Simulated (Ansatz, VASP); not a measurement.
## Two plane-wave programs on Al2Pt

```xyz
3
Lattice="-0.0295 2.9550 2.9550 2.9550 -0.0295 2.9550 2.9255 2.9255 0.0000" Properties=species:S:1:pos:R:3 pbc="T T T"
Pt    0.0000    0.0000    0.0000
Al    4.3882    4.3882    4.4325
Al    1.4627    1.4627    1.4775
```

Alike in both runs: task single point; functional PBEsol; k mesh 7 × 7 × 7; occupations fermi-dirac, width 0.05 eV; no spin polarisation.

|  | VASP | Ansatz |
| --- | --- | --- |
| version | VASP 6.6.1 | Ansatz 0.2.0 |
| potentials or method | VASP PAW PBE potentials, release 64 (Pt, Al) | Ansatz PAW |
| plane-wave cutoff (eV) | 520 | 420 |
| valence electrons in the cell | 16 | 24 |

VASP gave:

```
gap on the k mesh at the Fermi level (eV)       : none
pressure (GPa)                                  : -0.9
largest component of the traceless stress (GPa) : 1.55
rms of the force components (eV/Å)              : 0.080
```

Question: What did Ansatz give for the same quantities?

Answer: gap on the k mesh at the Fermi level (eV): none; pressure (GPa): -0.9; largest component of the traceless stress (GPa): 1.54; rms of the force components (eV/Å): 0.079.

Atom by atom the forces differ by 0.001 eV/Å (rms over components). A gap of «none» marks a metal or a gap that the smearing closes. With one functional, cell and mesh, what is left measures potentials, basis and numerics. The two sets of potentials don't hold the same shells in valence.

Caveats: the PAW data sets were made with another functional, which shifts forces and pressure a little (VASP); the PAW data sets come from PBE, with cores solved anew for the run's functional, which leaves a small shift of forces and pressure (Ansatz). The runs have no spin-orbit coupling, so splittings on Pt are missing.
